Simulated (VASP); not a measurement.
# SrCl2 (Fm-3m) in VASP: further runs, part 2 of 2

VASP 6.6.1. Earlier steps stand in the parts before.

## 5. Single point, PBEsol (atoms moved at random, drawn with an rms of 0.05 Å)

INCAR

```
SYSTEM = SrCl2
PREC = Accurate
ENCUT = 520
EDIFF = 1E-7
ISMEAR = -1
SIGMA = 0.05
LREAL = .FALSE.
LASPH = .TRUE.
NELM = 100
ALGO = Normal
ISIF = 2
LWAVE = .FALSE.
LCHARG = .FALSE.
GGA = PS
NBANDS = 19
```

KPOINTS

```
regular mesh
0
G
  7 7 7
  0 0 0
```

POSCAR

```
SrCl2
1.0
    0.0000000000      3.4883500000      3.4883500000
    3.4883500000      0.0000000000      3.4883500000
    3.4883500000      3.4883500000      0.0000000000
Sr Cl
1 2
Direct
   -0.0097240000     -0.0002240000     -0.0007080000
    0.7494120000      0.7559290000      0.7488050000
    0.2603750000      0.2503140000      0.2444680000
```

Potentials or basis: VASP PAW PBE potentials, release 64 (Sr_sv, Cl).

Launch:

```console
cat potpaw_PBE.64/Sr_sv/POTCAR potpaw_PBE.64/Cl/POTCAR > POTCAR
mpirun -np 1 vasp_std > vasp.out
```

OUTCAR:

```text
SYSTEM = SrCl2
   PREC = Accurate
   ENCUT = 520
   EDIFF = 1E-7
   ISMEAR = -1
   LREAL = .FALSE.
   LASPH = .TRUE.
   NELM = 100
   ISIF = 2
   GGA = PS

 ion  position               nearest neighbor table
   1  0.990  1.000  0.999-   3 2.94   2 2.96   2 3.02   3 3.02   3 3.04   2 3.05   2 3.06   3 3.09

   2  0.749  0.756  0.749-   1 2.96   1 3.02   1 3.05   1 3.06
   3  0.260  0.250  0.244-   1 2.94   1 3.02   1 3.04   1 3.09

  LATTYP: Found a face centered cubic cell.
 ALAT       =     6.9767000000

  Lattice vectors:

 A1 = (   0.0000000000,   3.4883500000,   3.4883500000)
 A2 = (   3.4883500000,   0.0000000000,   3.4883500000)
 A3 = (   3.4883500000,   3.4883500000,   0.0000000000)

Analysis of symmetry for initial positions (statically):
=====================================================================
 Subroutine PRICEL returns:
 Original cell was already a primitive cell.

 Routine SETGRP: Setting up the symmetry group for a
 face centered cubic supercell.

 Subroutine GETGRP returns: Found  1 space group operations
 (whereof  1 operations were pure point group operations)
 out of a pool of 48 trial point group operations.

The static configuration has the point symmetry C_1 .

Analysis of symmetry for dynamics (positions and initial velocities):
=====================================================================
 Subroutine PRICEL returns:
 Original cell was already a primitive cell.

 Routine SETGRP: Setting up the symmetry group for a
 face centered cubic supercell.

 Subroutine GETGRP returns: Found  1 space group operations
 (whereof  1 operations were pure point group operations)
 out of a pool of 48 trial point group operations.

The dynamic configuration has the point symmetry C_1 .

 Subroutine INISYM returns: Found  1 space group operations
 (whereof  1 operations are pure point group operations),
 and found     1 'primitive' translations

----------------------------------------------------------------------------------------

                                     Primitive cell

  volume of cell :      84.8966

  direct lattice vectors                    reciprocal lattice vectors
     0.000000000  3.488350000  3.488350000    -0.143334241  0.143334241  0.143334241
     3.488350000  0.000000000  3.488350000     0.143334241 -0.143334241  0.143334241
     3.488350000  3.488350000  0.000000000     0.143334241  0.143334241 -0.143334241

  length of vectors
     4.933271880  4.933271880  4.933271880     0.248262188  0.248262188  0.248262188

  position of ions in fractional coordinates (direct lattice)
     0.990276000  0.999776000  0.999292000
     0.749412000  0.755929000  0.748805000
     0.260375000  0.250314000  0.244468000

  ion indices of the primitive-cell ions
   primitive index   ion index
                 1           1
                 2           2
                 3           3

----------------------------------------------------------------------------------------

 KPOINTS: regular mesh

Automatic generation of k-mesh.
 Grid dimensions read from file:
 generate k-points for:    7    7    7

 Generating k-lattice:

  Cartesian coordinates                     Fractional coordinates (reciprocal lattice)
    -0.020476320  0.020476320  0.020476320     0.142857143  0.000000000  0.000000000
     0.020476320 -0.020476320  0.020476320     0.000000000  0.142857143  0.000000000
     0.020476320  0.020476320 -0.020476320     0.000000000  0.000000000  0.142857143

  Length of vectors
     0.035466027  0.035466027  0.035466027

  Shift w.r.t. Gamma in fractional coordinates (k-lattice)
     0.000000000  0.000000000  0.000000000

 Subroutine IBZKPT returns following result:
 ===========================================

 Found    172 irreducible k-points:

 Following reciprocal coordinates:
            Coordinates               Weight
  0.000000  0.000000  0.000000      1.000000
  0.142857  0.000000  0.000000      2.000000
  0.000000  0.142857  0.000000      2.000000
  0.000000  0.000000  0.142857      2.000000
  0.142857  0.142857  0.142857      2.000000
  0.285714  0.000000  0.000000      2.000000
[... 16 lines left out ...]
  0.142857 -0.142857 -0.142857      2.000000
  0.285714  0.285714  0.142857      2.000000
 [... further k-points ...]
   k-points           NKPTS =    172   k-points in BZ     NKDIM =    172   number of bands    NBANDS=     19
   number of dos      NEDOS =    301   number of ions     NIONS =      3
   total plane-waves  NPLWV =  64000
   dimension x,y,z NGX =    40 NGY =   40 NGZ =   40
   dimension x,y,z NGXF=    80 NGYF=   80 NGZF=   80
   ions per type =               1   2
   NGX,Y,Z   is equivalent  to a cutoff of  13.48, 13.48, 13.48 a.u.
   NGXF,Y,Z  is equivalent  to a cutoff of  26.96, 26.96, 26.96 a.u.
 SYSTEM =  SrCl2
   PREC   = accura    normal or accurate (medium, high low for compatibility)
   ISTART =      0    job   : 0-new  1-cont  2-samecut
   ICHARG =      2    charge: 1-file 2-atom 10-const
   ISPIN  =      1    spin polarized calculation?
   LNONCOLLINEAR =      F non collinear calculations
   LSORBIT =      F    spin-orbit coupling
   LASPH  =      T    aspherical Exc in radial PAW
   ENCUT  =  520.0 eV  38.22 Ry    6.18 a.u.   9.17  9.17  9.17*2*pi/ulx,y,z
   NELM   =    100;   NELMIN=  2; NELMDL= -5     # of ELM steps
   EDIFF  = 0.1E-06   stopping-criterion for ELM
   LREAL  =      F    real-space projection
   EDIFFG = 0.1E-05   stopping-criterion for IOM
   NSW    =      0    number of steps for IOM
   IBRION =     -1    ionic relax: 0-MD 1-quasi-New 2-CG
   NFREE  =      0    steps in history (QN), initial steepest desc. (CG)
   ISIF   =      2    stress and relaxation
   ISYM   =      2    0-nonsym 1-usesym 2-fastsym
   POTIM  = 0.5000    time-step for ionic-motion
   TEBEG  =    0.0;   TEEND  =   0.0 temperature during run
   PSTRESS=    0.0 pullay stress
   NELECT =      24.0000    total number of electrons
   NUPDOWN=      -1.0000    fix difference up-down
   EMIN   =  10.00;   EMAX   =-10.00  energy-range for DOS
   EFERMI =   0.00;   METHOD = LEGACY
   ISMEAR =    -1;   SIGMA  =   0.05  broadening in eV -4-tet -1-fermi 0-gaus
   EFERMI_NEDOS =   21; number of points for ismear=-14 and -15
   IALGO  =     38    algorithm
   IMIX   =      4    mixing-type and parameters
     AMIX     =   0.40;   BMIX     =  1.00
     AMIX_MAG =   1.60;   BMIX_MAG =  1.00
  volume/ion in A,a.u.               =      28.30       190.97
  Fermi-wavevector in a.u.,A,eV,Ry     =   1.074439  2.030396 15.706833  1.154420
  Thomas-Fermi vector in A             =   2.210267
   LORBIT       =      0    0 simple, 1 ext, 2 COOP (PROOUT), +10 PAW based schemes
   GGA     = PS    functional components
   LHFCALC =     F    Hartree Fock is set to
   AEXX    =    0.0000 exact exchange contribution
   IVDW    =     0    specifies the selected vdW correction
   LEPSILON=     F    determine dielectric tensor
   LRPA    =     F    only Hartree local field effects (RPA)
 non-spin polarized calculation
  energy-cutoff  :      520.00
  volume of cell :       84.90
 maximum number of plane-waves:      2301
 NGX is ok and might be reduce to    40
   NGX = 19   NGY = 19   NGZ = 19

 number of electron      24.0000000 magnetization

 Free energy of the ion-electron system (eV)
  ---------------------------------------------------
  ext. energy  EPLUGINS =         0.00000000
  ---------------------------------------------------
  free energy    TOTEN  =       -13.32729836 eV

  energy without entropy =      -13.32729836  energy(sigma->0) =      -13.32729836

 E-fermi :   1.1785     XC(G=0):  -8.4898

 val. band max:        0.0546631485   @ k =   0.1429  -0.4286  -0.4286
 cond. band min:       5.2142315133   @ k =   0.0000   0.0000   0.0000
 fundamental gap:      5.1595683648
 Fermi energy:         1.1785189242

 k-point     1 :       0.0000    0.0000    0.0000
  band No.  band energies     occupation
      1     -32.7129      2.00000
      2     -14.7346      2.00000
      3     -14.7309      2.00000
      4     -14.7300      2.00000
      5     -13.2117      2.00000
      6     -12.3476      2.00000
[... 11 lines left out ...]
     18       8.9632      0.00000
     19       9.3285      0.00000
[... 489 lines left out ...]
      3     -14.7516      2.00000
      4     -14.7441      2.00000
      5     -12.8569      2.00000
      6     -12.4772      2.00000
[... 11 lines left out ...]
     18       8.7105      0.00000
     19       9.3064      0.00000

 [... further k-points ...]

------------------------ aborting loop because EDIFF is reached ----------------------------------------

  FORCE on cell =-STRESS in cart. coord.  units (eV):
  Direction    XX          YY          ZZ          XY          YZ          ZX
  --------------------------------------------------------------------------------------
  -------------------------------------------------------------------------------------
  Total       -0.4469162     -0.4552963     -0.4625853     -0.0413076      0.1091202     -0.0500667
  in kB       -8.4342512     -8.5924005     -8.7299591     -0.7795609      2.0593285     -0.9448651
  external PRESSURE =      -8.5855370 kB  Pullay stress =       0.0000000 kB

 VOLUME and BASIS-vectors are now :
 -----------------------------------------------------------------------------
  energy-cutoff  :      520.00
  volume of cell :       84.90
      direct lattice vectors                 reciprocal lattice vectors
     0.000000000  3.488350000  3.488350000    -0.143334241  0.143334241  0.143334241
     3.488350000  0.000000000  3.488350000     0.143334241 -0.143334241  0.143334241
     3.488350000  3.488350000  0.000000000     0.143334241  0.143334241 -0.143334241

 POSITION                                       TOTAL-FORCE (eV/Angst)
 -----------------------------------------------------------------------------------
      6.97345      6.94031      6.94200        -0.005336      0.116371      0.164464
      5.24904      5.22631      5.25116        -0.078606     -0.012727     -0.044982
      1.72597      1.76107      1.78146         0.083942     -0.103644     -0.119482
 -----------------------------------------------------------------------------------
    total drift:                               -0.000049      0.000062      0.000027

  FREE ENERGIE OF THE ION-ELECTRON SYSTEM (eV)
  ---------------------------------------------------
  free  energy   TOTEN  =       -13.3272983590 eV

  energy  without entropy=      -13.3272983590  energy(sigma->0) =      -13.32729836
```

OSZICAR:

```text
N       E                     dE             d eps       ncg     rms          rms(c)
DAV:   1     0.137954700241E+03    0.13795E+03   -0.11358E+04  6536   0.113E+03
DAV:   2    -0.433990058360E+01   -0.14229E+03   -0.13776E+03  8534   0.221E+02
DAV:   3    -0.132459432904E+02   -0.89060E+01   -0.88763E+01  8730   0.548E+01
DAV:   4    -0.135497557550E+02   -0.30381E+00   -0.30332E+00 10583   0.863E+00
DAV:   5    -0.135530642447E+02   -0.33085E-02   -0.33082E-02  8934   0.898E-01    0.140E+01
DAV:   6    -0.133181982803E+02    0.23487E+00   -0.45742E-01  7622   0.379E+00    0.875E+00
DAV:   7    -0.133217508423E+02   -0.35526E-02   -0.28739E-01  8822   0.329E+00    0.164E+00
DAV:   8    -0.133244956432E+02   -0.27448E-02   -0.46057E-02  7375   0.115E+00    0.339E-01
DAV:   9    -0.133258053341E+02   -0.13097E-02   -0.15806E-03  8092   0.240E-01    0.119E-01
DAV:  10    -0.133270738769E+02   -0.12685E-02   -0.81651E-04  7091   0.144E-01    0.310E-02
DAV:  11    -0.133272647957E+02   -0.19092E-03   -0.14642E-04  8197   0.560E-02    0.336E-02
DAV:  12    -0.133272983602E+02   -0.33564E-04   -0.48857E-05  7166   0.305E-02    0.120E-02
DAV:  13    -0.133272983590E+02    0.11876E-08   -0.74951E-07  8963   0.523E-03
   1 F= -.13327298E+02 E0= -.13327298E+02  d E =-.195922E-10
```

It took 3.3 min on 1 thread of Intel Xeon Platinum 8488C (Sapphire Rapids), shared host; peak memory 0.42 GiB.

What came out:

- Free energy: -13.3273 eV
- Pressure: -0.9 GPa
- Largest force: 0.202 eV/Å
- Band gap on the k mesh: 5.16 eV, indirect (least direct gap 5.47 eV)

Forces on the atoms (eV/Å):
```
Sr  -0.005  0.116  0.164
Cl  -0.079 -0.013 -0.045
Cl   0.084 -0.104 -0.119
```

Levels at points of the mesh, in eV from the valence-band top:
```tsv
k point	band 9	band 10	band 11	band 12	band 13	band 14	band 15	band 16
(0.00, 0.00, 0.00)	-2.13	-0.32	-0.32	-0.32	5.16	6.01	6.02	8.83
```

Caveat: the PAW data sets were made with another functional, which shifts forces and pressure a little; an odd mesh through Γ misses points on the zone boundary, where band edges often lie.

## 6. The runs side by side

```csv
level,cell,ladder,gap on the mesh (eV),pressure (GPa),largest force (eV/Å)
PBE,as given,-,5.37,1.1,-
PBE,"atoms moved at random, drawn with an rms of 0.05 Å",-,5.36,1.2,0.22
PBEsol,as given,free,5.17,-0.9,-
PBEsol,"atoms moved at random, drawn with an rms of 0.05 Å",free,5.16,-0.9,0.20
```

Alike in all rows: task single point; potentials or basis VASP PAW PBE potentials, release 64 (Sr_sv, Cl); no spin polarisation; k mesh 7 × 7 × 7; cutoff (eV) 520; smearing fermi-dirac 0.05 eV.

Caveats: an odd mesh through Γ misses points on the zone boundary, where band edges often lie; the PAW data sets were made with another functional, which shifts forces and pressure a little (some runs).

Absolute energies hang on the potentials; compare differences alone.
